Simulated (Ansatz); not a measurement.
# NiGe (Pnma) in Ansatz: band structure with LDA

Aim: the band structure of NiGe with LDA.

Program: Ansatz 0.2.0. These are calculated values, not measurements. Logs are shortened: lines on timing, memory, paths and dates and some standing lists are left out, and cuts for length are marked.

## 1. The structure

Symmetry: Pnma, No. 62, orthorhombic system. Conventional cell: a = 5.381 Å, b = 3.428 Å, c = 5.811 Å, α = 90.00°, β = 90.00°, γ = 90.00°. Ge (site symmetry m) is surrounded by 6 Ni at 2.33 to 2.49 Å. Ni (site symmetry m) is surrounded by 6 Ge at 2.33 to 2.49 Å.

## 2. Band structure, LDA, collinear spin, ferromagnetic start

File input.yaml:

```yaml
crystal:
  lattice:
    - [5.381, 0.0, 0.0]
    - [0.0, 3.428, 0.0]
    - [0.0, 0.0, 5.811]
  atoms:
    - { symbol: Ge, position: [0.312, 0.75, 0.917] }
    - { symbol: Ge, position: [0.688, 0.25, 0.083] }
    - { symbol: Ge, position: [0.188, 0.25, 0.417] }
    - { symbol: Ge, position: [0.812, 0.75, 0.583] }
    - { symbol: Ni, position: [0.495, 0.75, 0.31], spin: 1.0 }
    - { symbol: Ni, position: [0.505, 0.25, 0.69], spin: 1.0 }
    - { symbol: Ni, position: [0.005, 0.25, 0.81], spin: 1.0 }
    - { symbol: Ni, position: [0.995, 0.75, 0.19], spin: 1.0 }
hamiltonian:
  xc: lda
  pseudopotentials: { kind: paw }
magnetization:
  spin_polarized: true
kpoints:
  mp_grid: { grid: [5, 8, 5] }
  band_path:
    path:
      - [[0.0, 0.0, 0.0], [0.0, -0.5, 0.0], [-0.5, -0.5, 0.0], [-0.5, 0.0, 0.0], [0.0, 0.0, 0.0], [0.0, 0.0, -0.5], [0.0, -0.5, -0.5], [-0.5, -0.5, -0.5], [-0.5, 0.0, -0.5], [0.0, 0.0, -0.5]]
      - [[-0.5, 0.0, 0.0], [-0.5, 0.0, -0.5]]
      - [[0.0, -0.5, -0.5], [0.0, -0.5, 0.0]]
      - [[-0.5, -0.5, 0.0], [-0.5, -0.5, -0.5]]
    npoints: 10
scf:
  occupations: { method: fermi_dirac, width: 0.05 }
  n_extra_bands: 20
output:
  forces: true
  stress: true
  eigenvalues: true
  fatbands: true
```

Potentials or basis: Ansatz PAW.

On the command line:

```console
$ ansatz run input.yaml --threads 4 --pin off --max-ram 11264MiB --backend cpu --events-out ev --progress --plain --runs-dir out
```

Log:

```text
Warning: RAYON_NUM_THREADS=4 ignored (pool sized by the plan → 4); use --threads N
scf.n_extra_bands = 20 over 64 filled bands (N_el = 128.0): the run solves 84 bands
Engine: ansatz 0.2.0, aarch64-unknown-linux-gnu
Pseudopotentials: kind: paw
Pseudopotential: Ge, paw, valence charge 14, recommended cutoff 420 eV (normal), Ge.paw.azcp
Pseudopotential: Ni, paw, valence charge 18, recommended cutoff 420 eV (normal), Ni.paw.azcp
Functional definition: SPW92
  exchange = slater_x
  correlation = pw_c
Crystal: 8 atoms, lattice volume = 107.190 Å³
Basis set: ecut = 420 eV, 2113 PW (Γ)
Bands: 84, of which v1, the nominal top of the filled ones, is band 64 counted from 1 (63 counted from 0)
Symmetry: 8 space group operations
Space group: Pnma (ITA 62), of the structure as read, at distance tolerance 4.8e-5 Å
Magnetic group: BNS 62.441 (UNI 539), of the structure as read, at distance tolerance 4.8e-5 Å
k-points: 45 of 200
Non-local potential: Ge, projectors of the file, l = 0: 2, l = 1: 2, l = 2: 3, l = 3: 1
Non-local potential: Ni, projectors of the file, l = 0: 3, l = 1: 2, l = 2: 3, l = 3: 1
PAW form: soft (Blöchl's): semilocal exchange-correlation on the pseudo side does not see the compensation charge
[... 41 lines left out ...]
  E_band       = -1605.407937
  E_kinetic    = 1594.513093
  E_local      = -23447.719338  (includes V_loc(G=0)·N_el)
  E_nonlocal   = 4249.949127
  E_hartree    = 10046.642112
  E_xc         = -644.315812
  E_vxc        = -705.339328  (∫ρ·V_xc dr)
  E_paw        = -14028.593867  (= ΣΔE_a)
  E_vpaw       = -3390.118799  (= ΣTr[D̂ρ^β])
  E_aug_tail   = 0.003064  (compensation charges beyond the density's cutoff)
  E_ewald      = -17739.160084
  E_core_change = 9.369787  (= ΣΔE_core)
  E_smearing   = -0.022492  (= −TS)
  E_closure    = -0.000000  (closes the sum)
  Σ components = -39959.334411   (vs F -39959.334411, Δ=0.00e0)
--- Forces (eV/Å), atoms counted from 1 ---
  atom   1  Ge    -0.20322985    -0.00000000    -0.12770058
  atom   2  Ge     0.20322985    -0.00000000     0.12770058
  atom   3  Ge     0.20322985    -0.00000000    -0.12770058
  atom   4  Ge    -0.20322985    -0.00000000     0.12770058
  atom   5  Ni    -0.00503361     0.00000000    -0.04218295
  atom   6  Ni     0.00503361     0.00000000     0.04218295
  atom   7  Ni     0.00503361     0.00000000    -0.04218295
  atom   8  Ni    -0.00503361     0.00000000     0.04218295
  max |Σ_I F_I| component: 2.78e-17 eV/Å
--- Stress (GPa, compression-positive) ---
       -9.039837       0.000000       0.000000
        0.000000      -7.127509       0.000000
        0.000000       0.000000      -7.441441
  P = ⅓ Tr σ = -7.8696 GPa (-78.696 kbar)
--- Band table (eV; the first three rows and the last of 90) ---
  k-point 0 ↑: bands = ["-87.5869", "-87.5846", "-87.5843", "-87.5820", "-48.4681", "-48.4617", "-48.4611", "-48.4448", "-48.4433", "-48.4339", "-48.4162", "-48.4157", "-48.3976", "-48.3944", "-48.3871", "-48.3839", "-9.6232", "-9.6122", "-9.5994", "-9.5985", "-9.5761", "-9.5609", "-9.5593", "-9.5542", "-9.5449", "-9.5435", "-9.5424", "-9.5317", "-9.5276", "-9.5275", "-9.5218", "-9.5161", "-9.5139", "-9.5093", "-9.5075", "-9.5070", "2.1308", "5.2083", "6.4775", "6.6010", "8.8492", "9.3001", "11.2649", "11.4975", "11.6296", "11.7170", "11.7299", "11.9783", "11.9952", "12.4256", "12.4567", "12.6769", "12.7627", "12.9922", "13.1458", "13.2056", "13.2695", "13.3250", "13.3903", "13.4183", "13.4234", "14.0342", "14.2427", "14.4095", "15.7116", "15.8734", "19.1488", "19.2803", "19.5685", "19.8152", "19.9252", "20.9553", "21.8405", "21.9233", "22.1704", "22.7082", "24.2108", "24.5284", "24.5449", "25.2562", "25.5714", "26.9714", "27.3032", "27.3363"]
  k-point 1 ↑: bands = ["-87.5868", "-87.5852", "-87.5837", "-87.5821", "-48.4678", "-48.4637", "-48.4586", "-48.4478", "-48.4407", "-48.4343", "-48.4161", "-48.4157", "-48.3973", "-48.3948", "-48.3867", "-48.3842", "-9.6221", "-9.6132", "-9.5988", "-9.5982", "-9.5755", "-9.5640", "-9.5572", "-9.5516", "-9.5464", "-9.5428", "-9.5419", "-9.5303", "-9.5300", "-9.5269", "-9.5199", "-9.5182", "-9.5163", "-9.5086", "-9.5075", "-9.5075", "2.2995", "4.5546", "6.6801", "6.8579", "8.6756", "9.9621", "10.6756", "11.4972", "11.5754", "11.6815", "11.7669", "12.0135", "12.1129", "12.4701", "12.4815", "12.6080", "12.7504", "13.0668", "13.0821", "13.1225", "13.1518", "13.2719", "13.3425", "13.4103", "13.7081", "13.8471", "14.2785", "14.9037", "16.1202", "16.1455", "18.1259", "18.7795", "19.3742", "19.6722", "20.0685", "20.9578", "21.8654", "22.1777", "22.5007", "22.8142", "24.1175", "24.5182", "25.0631", "25.2760", "25.3195", "25.4156", "26.0293", "26.9031"]
  k-point 2 ↑: bands = ["-87.5864", "-87.5859", "-87.5830", "-87.5825", "-48.4669", "-48.4655", "-48.4553", "-48.4516", "-48.4379", "-48.4357", "-48.4160", "-48.4159", "-48.3967", "-48.3957", "-48.3858", "-48.3849", "-9.6193", "-9.6159", "-9.5978", "-9.5977", "-9.5733", "-9.5691", "-9.5537", "-9.5497", "-9.5448", "-9.5416", "-9.5414", "-9.5365", "-9.5265", "-9.5255", "-9.5223", "-9.5213", "-9.5150", "-9.5102", "-9.5078", "-9.5075", "2.7963", "3.5846", "6.8824", "7.0540", "8.8773", "9.6451", "10.9729", "11.3988", "11.7133", "11.7972", "11.8330", "12.0313", "12.2570", "12.4712", "12.5068", "12.5455", "12.6917", "12.8187", "12.9250", "12.9849", "13.2121", "13.3037", "13.3670", "13.4537", "13.6590", "13.8747", "14.5262", "15.4629", "15.8406", "16.9498", "17.1469", "18.2918", "18.9361", "19.7650", "20.6587", "20.9154", "21.6283", "21.7785", "22.8923", "23.1554", "23.7231", "23.7694", "24.0271", "24.1216", "25.4109", "26.3967", "26.5311", "26.8924"]
  k-point 44 ↓: bands = ["-87.5848", "-87.5848", "-87.5840", "-87.5840", "-48.4593", "-48.4593", "-48.4564", "-48.4564", "-48.4332", "-48.4332", "-48.4256", "-48.4256", "-48.3924", "-48.3924", "-48.3914", "-48.3914", "-9.6042", "-9.6042", "-9.6038", "-9.6038", "-9.5682", "-9.5682", "-9.5599", "-9.5599", "-9.5344", "-9.5344", "-9.5330", "-9.5330", "-9.5234", "-9.5234", "-9.5197", "-9.5197", "-9.5082", "-9.5082", "-9.5067", "-9.5067", "5.9632", "5.9632", "6.2140", "6.2140", "8.9873", "8.9873", "9.4858", "9.4858", "11.8921", "11.8921", "11.9593", "11.9593", "12.0900", "12.0900", "12.2800", "12.2800", "12.8019", "12.8019", "12.9325", "12.9325", "13.3287", "13.3287", "13.3842", "13.3842", "13.5702", "13.5702", "13.5915", "13.5915", "16.6601", "16.6601", "17.4924", "17.4924", "18.1586", "18.1586", "19.0664", "19.0664", "20.5727", "20.5727", "21.5516", "21.5516", "22.6468", "22.6468", "23.4256", "23.4256", "26.2354", "26.2354", "28.3244", "28.3244"]
```

It took 67 s on 4 threads of Arm Neoverse V1, shared host; peak memory 1.2 GiB.

Results:

```yaml
Free_energy: -39959.3344 eV
Pressure: -7.9 GPa
Largest_force: 0.240 eV/Å
Band_gap_on_the_k_mesh: none (metal or under the smearing width)
Net_moment: 0.00 μB per cell
Absolute_moment: 0.00 μB per cell
```

Forces on the atoms (eV/Å):
```
Ge  -0.203  0.000 -0.128
Ge   0.203  0.000  0.128
Ge   0.203  0.000 -0.128
Ge  -0.203  0.000  0.128
Ni  -0.005  0.000 -0.042
Ni   0.005  0.000  0.042
Ni   0.005  0.000 -0.042
Ni  -0.005  0.000  0.042
```

Levels at the corners of the path, in eV from the Fermi level:
Spin up:
```csv
point,band 62,band 63,band 64,band 65,band 66,band 67
Γ,-1.13,-0.92,-0.75,0.55,0.71,3.99
X,-1.58,-1.25,-1.25,-0.57,-0.57,1.92
S,-1.42,-1.42,-1.42,0.27,0.27,0.27
Y,-1.64,0.62,0.62,1.56,1.56,3.04
Γ,-1.13,-0.92,-0.75,0.55,0.71,3.99
Z,-1.36,-0.28,-0.28,1.22,1.22,2.57
U,-1.65,-1.55,-1.55,0.31,0.31,0.63
R,-1.58,-1.58,-1.58,2.39,2.39,2.39
T,-1.05,0.59,0.59,2.44,2.44,2.45
Z,-1.36,-0.28,-0.28,1.22,1.22,2.57
Y,-1.64,0.62,0.62,1.56,1.56,3.04
T,-1.05,0.59,0.59,2.44,2.44,2.45
U,-1.65,-1.55,-1.55,0.31,0.31,0.63
X,-1.58,-1.25,-1.25,-0.57,-0.57,1.92
S,-1.42,-1.42,-1.42,0.27,0.27,0.27
R,-1.58,-1.58,-1.58,2.39,2.39,2.39
```
Spin down:
| point | band 62 | band 63 | band 64 | band 65 | band 66 | band 67 |
| --- | --- | --- | --- | --- | --- | --- |
| Γ | -1.13 | -0.92 | -0.75 | 0.55 | 0.71 | 3.99 |
| X | -1.58 | -1.25 | -1.25 | -0.57 | -0.57 | 1.92 |
| S | -1.42 | -1.42 | -1.42 | 0.27 | 0.27 | 0.27 |
| Y | -1.64 | 0.62 | 0.62 | 1.56 | 1.56 | 3.04 |
| Γ | -1.13 | -0.92 | -0.75 | 0.55 | 0.71 | 3.99 |
| Z | -1.36 | -0.28 | -0.28 | 1.22 | 1.22 | 2.57 |
| U | -1.65 | -1.55 | -1.55 | 0.31 | 0.31 | 0.63 |
| R | -1.58 | -1.58 | -1.58 | 2.39 | 2.39 | 2.39 |
| T | -1.05 | 0.59 | 0.59 | 2.44 | 2.44 | 2.45 |
| Z | -1.36 | -0.28 | -0.28 | 1.22 | 1.22 | 2.57 |
| Y | -1.64 | 0.62 | 0.62 | 1.56 | 1.56 | 3.04 |
| T | -1.05 | 0.59 | 0.59 | 2.44 | 2.44 | 2.45 |
| U | -1.65 | -1.55 | -1.55 | 0.31 | 0.31 | 0.63 |
| X | -1.58 | -1.25 | -1.25 | -0.57 | -0.57 | 1.92 |
| S | -1.42 | -1.42 | -1.42 | 0.27 | 0.27 | 0.27 |
| R | -1.58 | -1.58 | -1.58 | 2.39 | 2.39 | 2.39 |

Caveat: the PAW data sets come from PBE, with cores solved anew for the run's functional, which leaves a small shift of forces and pressure; the starting moments weren't kept.
